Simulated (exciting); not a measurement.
# BP (F-43m) in exciting: further runs, part 2 of 2

exciting (release sodium). Earlier steps stand in the parts before.

**3. Single point, PBEsol**

File input.xml:

```xml
<input>
  <title>BP</title>
  <structure speciespath="./" tshift="false">
    <crystal scale="1">
      <basevect>0.000000000000 4.287788576776 4.287788576776</basevect>
      <basevect>4.287788576776 0.000000000000 4.287788576776</basevect>
      <basevect>4.287788576776 4.287788576776 0.000000000000</basevect>
    </crystal>
    <species speciesfile="P.xml" rmt="2">
      <atom coord="0.750000000000 0.750000000000 0.750000000000"/>
    </species>
    <species speciesfile="B.xml" rmt="1.45">
      <atom coord="0.000000000000 0.000000000000 0.000000000000"/>
    </species>
  </structure>
  <groundstate do="fromscratch" ngridk="6 6 6" rgkmax="6" gmaxvr="14" lmaxapw="10" lmaxmat="10" lmaxvr="8" xctype="GGA_PBE_SOL" stype="Gaussian" swidth="0.00036749" nempty="10" ValenceRelativity="iora*" epsengy="1e-05" epspot="1e-05" maxscl="60" tforce="true" outputlevel="low"/>
</input>
```

Potentials or basis: all-electron LAPW+lo, shipped species files, valence relativity iora*.

Command:

```console
> OMP_NUM_THREADS=1 exciting_smp
```

INFO.OUT:

```text
================================================================================
EXCITING SODIUM started
All units are atomic (Hartree, Bohr, etc.)
================================================================================

********************************************************************************
* Ground-state run starting from atomic densities                              *
********************************************************************************

++++++++++++++++++++++++++++++++++++++++++++++++++++++++++++++++++++++++++++++++
+ Starting initialization                                                      +
++++++++++++++++++++++++++++++++++++++++++++++++++++++++++++++++++++++++++++++++

 Lattice vectors (cartesian) :
      0.0000000000      4.2877885768      4.2877885768
      4.2877885768      0.0000000000      4.2877885768
      4.2877885768      4.2877885768      0.0000000000

 Reciprocal lattice vectors (cartesian) :
     -0.7326836660      0.7326836660      0.7326836660
      0.7326836660     -0.7326836660      0.7326836660
      0.7326836660      0.7326836660     -0.7326836660

 Unit cell volume                           :     157.6631083321
 Brillouin zone volume                      :       1.5732926749

 Species :    1 (P)
     parameters loaded from                 :    P.xml
     name                                   :    phosphorus

     atomic positions (lattice) :
       1 :   0.75000000  0.75000000  0.75000000

 Species :    2 (B)
     parameters loaded from                 :    B.xml
     name                                   :    boron

     atomic positions (lattice) :
       1 :   0.00000000  0.00000000  0.00000000

 Total number of atoms per unit cell        :       2

 Spin treatment                             :    spin-unpolarised

 Number of Bravais lattice symmetries       :      48
 Number of crystal symmetries               :      24

 k-point grid                               :       6    6    6
 Total number of k-points                   :      22
 k-point set is reduced with crystal symmetries

 R^MT_min * |G+k|_max (rgkmax)              :       6.00000000

 G-vector grid sizes                        :      30    30    30
 Total number of G-vectors                  :    7391

 Total nuclear charge                       :     -20.00000000
 Total electronic charge                    :      20.00000000

 Number of empty states                     :      10
 Total number of valence states             :      15

 Exchange-correlation type                  :      22
     PBEsol, Phys. Rev. Lett. 100, 136406 (2008)
     Generalised gradient approximation (GGA)

 Smearing scheme                            :    Gaussian
 Smearing width                             :       0.00036749

++++++++++++++++++++++++++++++++++++++++++++++++++++++++++++++++++++++++++++++++
+ Ending initialization                                                        +
++++++++++++++++++++++++++++++++++++++++++++++++++++++++++++++++++++++++++++++++

********************************************************************************
* Groundstate module started                                                   *
********************************************************************************
 Output level for this task is set to low

++++++++++++++++++++++++++++++++++++++++++++++++++++++++++++++++++++++++++++++++
+ Self-consistent loop started                                                 +
++++++++++++++++++++++++++++++++++++++++++++++++++++++++++++++++++++++++++++++++
 Density and potential initialised from atomic data

++++++++++++++++++++++++++++++++++++++++++++++++++++++++++++++++++++++++++++++++
+ SCF iteration number :    1                                                  +
++++++++++++++++++++++++++++++++++++++++++++++++++++++++++++++++++++++++++++++++
 Total energy                               :      -366.45225355
 _______________________________________________________________
 Fermi energy                               :         0.29349085
 DOS at Fermi energy (states/Ha/cell)       :         0.00000000
 Electron charge: Core leakage              :         0.00181588

 Estimated fundamental gap                  :         0.07505600
        valence-band maximum at    1      0.0000  0.0000  0.0000
     conduction-band minimum at   12      0.3333  0.3333  0.0000
[... 392 lines left out ...]
 RMS change in effective potential (target) :  0.165613E-05  ( 0.100000E-04)
 Absolute change in total energy   (target) :  0.121339E-05  ( 0.100000E-04)
 Charge distance                   (target) :  0.539221E-07  ( 0.100000E-04)
 Abs. change in max-nonIBS-force   (target) :   0.00000      ( 0.500000E-04)

++++++++++++++++++++++++++++++++++++++++++++++++++++++++++++++++++++++++++++++++
| Convergency criteria checked for the last 2 iterations                       +
| Convergence targets achieved. Performing final SCF iteration                 +
++++++++++++++++++++++++++++++++++++++++++++++++++++++++++++++++++++++++++++++++
 Total energy                               :      -366.28653631
 _______________________________________________________________
 Fermi energy                               :         0.31631944
 DOS at Fermi energy (states/Ha/cell)       :         0.00000000
 Electron charge: Core leakage              :         0.00182011

 Estimated fundamental gap                  :         0.04507074
        valence-band maximum at    1      0.0000  0.0000  0.0000
     conduction-band minimum at   16      0.5000  0.5000  0.0000

++++++++++++++++++++++++++++++++++++++++++++++++++++++++++++++++++++++++++++++++
+ Self-consistent loop stopped                                                 +
++++++++++++++++++++++++++++++++++++++++++++++++++++++++++++++++++++++++++++++++
 STATE.OUT is written

--------------------------------------------------------------------------------
- Writing atomic positions and forces                                          -
--------------------------------------------------------------------------------

 Atomic positions (lattice) :
 atom     1   P  :     0.75000000    0.75000000    0.75000000
 atom     2   B  :     0.00000000    0.00000000    0.00000000

 Total atomic forces including IBS (cartesian) :
 atom     1   P  :    -0.00000000    0.00000000   -0.00000000
 atom     2   B  :     0.00000000   -0.00000000    0.00000000

 Atomic force components including IBS (cartesian) :
 atom     1   P  :     0.00000000    0.00000000   -0.00000000   HF force
                 :     0.00000000    0.00000000   -0.00000000   core correction
                 :    -0.00000000    0.00000000    0.00000000   IBS correction
 atom     2   B  :    -0.00000000   -0.00000000    0.00000000   HF force
                 :    -0.00000000   -0.00000000    0.00000000   core correction
                 :     0.00000000   -0.00000000    0.00000000   IBS correction

********************************************************************************
* Groundstate module stopped                                                   *
********************************************************************************

================================================================================
| EXCITING SODIUM stopped                                                      =
================================================================================
```

It took 36 s on 1 thread of AMD EPYC 7R43 (Zen 3), shared host; peak memory 0.13 GiB.

What came out:

* Free energy: -9967.1644 eV
* Band gap on the k mesh: 1.23 eV, indirect (least direct gap 3.36 eV)

A k mesh can miss the band edges. As with any semilocal functional, this PBEsol gap is likely too small.
